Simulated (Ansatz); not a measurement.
Wanted: the native input for an Ansatz 0.2.0 run.

```yaml
Task: relaxation of cell and atoms
Functional: BLYP
Dispersion: D4
Potentials_or_basis: Ansatz PAW
Cutoff: "420 eV (not typed: the program's choice for these potentials)"
k_mesh: 9 × 9 × 5
Occupations: fermi-dirac, width 0.05 eV
Spin: no spin polarisation
```

Crystal: ZnO (zincite).

```
Zn O
1.0
     3.24931    0.00000    0.00000
    -1.62465    2.81398    0.00000
     0.00000    0.00000    5.20571
Zn O
2 2
Direct
  0.66667 0.33333 0.00000
  0.33333 0.66667 0.50000
  0.33333 0.66667 0.87901
  0.66667 0.33333 0.37901
```

One way to write it, as run:

input.yaml

```yaml
crystal:
  lattice:
    - [3.249308, 0.0, 0.0]
    - [-1.624654, 2.8139832727, 0.0]
    - [0.0, 0.0, 5.205709]
  atoms:
    - { symbol: Zn, position: [0.6666666667, 0.3333333333, 0.0] }
    - { symbol: Zn, position: [0.3333333333, 0.6666666667, 0.5] }
    - { symbol: O, position: [0.3333333333, 0.6666666667, 0.87901] }
    - { symbol: O, position: [0.6666666667, 0.3333333333, 0.37901] }
hamiltonian:
  xc: blyp
  pseudopotentials: { kind: paw }
  dispersion: d4
kpoints:
  mp_grid: { grid: [9, 9, 5] }
scf:
  occupations: { method: fermi_dirac, width: 0.05 }
output:
  forces: true
  stress: true
relax:
  f_tol: 0.01
  max_steps: 40
  cell: { stress_tol: 0.05 }
```

Potentials or basis: Ansatz PAW.

Command:

```sh
$ ansatz run input.yaml --threads 2 --pin off --max-ram 5632MiB --backend cpu --events-out ev --progress --plain --runs-dir out
```

Results of the run:

The relaxed volume is 12.13 Å³/atom. The relaxed cell is a = 3.258 Å, b = 3.258 Å, c = 5.279 Å, α = 90.00°, β = 90.00°, γ = 120.00° and the space group after relaxing (to 0.05 Å) is P6_3mc (No. 186). The energy gained by relaxing is 2.3 meV/atom. The ionic steps are 8. The pressure after relaxing is 0.0 GPa and the band gap on the k mesh is 0.91 eV.

Caveat: odd divisions of the mesh miss points on the zone boundary, where band edges often lie, so the gap on the mesh can be too wide; the plane-wave basis is chosen anew once the cell has moved, so the energies of steps on either side of that aren't comparable; the pressure holds a Pulay correction of +0.9 GPa for the finite cutoff; the PAW data sets come from PBE, with cores solved anew for the run's functional, which leaves a small shift of forces and pressure.

Wall time 61 s on 2 threads of Intel(R) Xeon(R) Processor @ 2.50GHz (Skylake/Cascade Lake), with other jobs on the host, peak memory 0.39 GiB.
